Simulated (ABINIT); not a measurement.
The system is Sb.

```
Sb
1.0
     2.15420    1.24373    3.75800
    -2.15420    1.24373    3.75800
     0.00000   -2.48746    3.75800
Sb
2
Direct
  0.76651 0.76651 0.76651
  0.23349 0.23349 0.23349
```

Program: ABINIT 10.8.3 (patched build). Alike in all runs: task single point; potentials or basis JTH PAW PBE v2.0; no spin polarisation; cell as given; smearing fermi-dirac 0.05 eV.

Question: Order these runs on this cell by their band gap on the k mesh, lowest first.
A. level PBE; k mesh 10 × 10 × 10; cutoff (eV) 435; fine-grid cutoff 870.764 eV; mesh quality not flagged
B. level PBE; k mesh 3 × 3 × 3; cutoff (eV) 435; fine-grid cutoff 870.764 eV; mesh quality coarse
C. level r2SCAN; k mesh 5 × 5 × 5; cutoff (eV) 517; fine-grid cutoff 1034.03 eV; mesh quality not flagged

Answer: A (metal), C (0.38 eV), B (1.29 eV).

Caveats: some runs use coarse meshes; spin-orbit coupling is left out, which moves the levels of the heavy elements (some runs); an odd mesh through Γ misses points on the zone boundary, where band edges often lie (some runs).

A k mesh can miss the band edges, odd and even meshes differently.
